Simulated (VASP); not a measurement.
A run of VASP 6.6.1 is set up as follows.

Contents of INCAR:

```
  PREC = Accurate
  ENCUT = 520
  EDIFF = 1E-6
  ISMEAR = -1
  SIGMA = 0.05
  LREAL = False
  LASPH = True
  NELM = 120
  ALGO = Normal
  ISIF = 2
  LWAVE = False
  LCHARG = False
  ISPIN = 2
  MAGMOM = 3 3 3 3 3 3 3 3
  LORBIT = 11
  LMAXMIX = 4
  LDIPOL = True
  IDIPOL = 3
  DIPOL = 0.5 0.5 0.500
  GGA = PE
  EFIELD = 0
  LVHAR = True
  LVACPOTAV = True
```

The input KPOINTS:

```
regular mesh
0
Gamma
  9 9 1
```

The input POSCAR:

```
Cr
1.0
    2.8839000000      0.0000000000      0.0000000000
    0.0000000000      2.8839000000      0.0000000000
    0.0000000000      0.0000000000     25.0936500000
Cr
8
Direct
    0.5000000000      0.5000000000      0.2988803940
    0.0000000000      0.0000000000      0.3563431386
    0.5000000000      0.5000000000      0.4138058832
    0.0000000000      0.0000000000      0.4712686277
    0.5000000000      0.5000000000      0.5287313723
    0.0000000000      0.0000000000      0.5861941168
    0.5000000000      0.5000000000      0.6436568614
    0.0000000000      0.0000000000      0.7011196060
```

Potentials or basis: VASP PAW PBE potentials, release 64 (Cr_pv).

Launch:

```bash
$ cat potpaw_PBE.64/Cr_pv/POTCAR > POTCAR
$ mpirun -np 1 vasp_std > vasp.out
```

Problem. Estimate the work function of the upper face.

Solution. 3.77 eV.

Problem. Predict the work function of the lower face.

Solution. 3.77 eV.

Problem. What does it give for the site moments?

Solution. Cr +2.76, -1.44, +0.77, -0.30 μB.

Forces on the atoms (eV/Å):
```
Cr   0.000  0.000  0.430
Cr   0.000  0.000 -0.323
Cr   0.000  0.000  0.281
Cr   0.000  0.000  0.093
Cr   0.000  0.000 -0.093
Cr   0.000  0.000 -0.281
Cr   0.000  0.000  0.323
Cr   0.000  0.000 -0.430
```
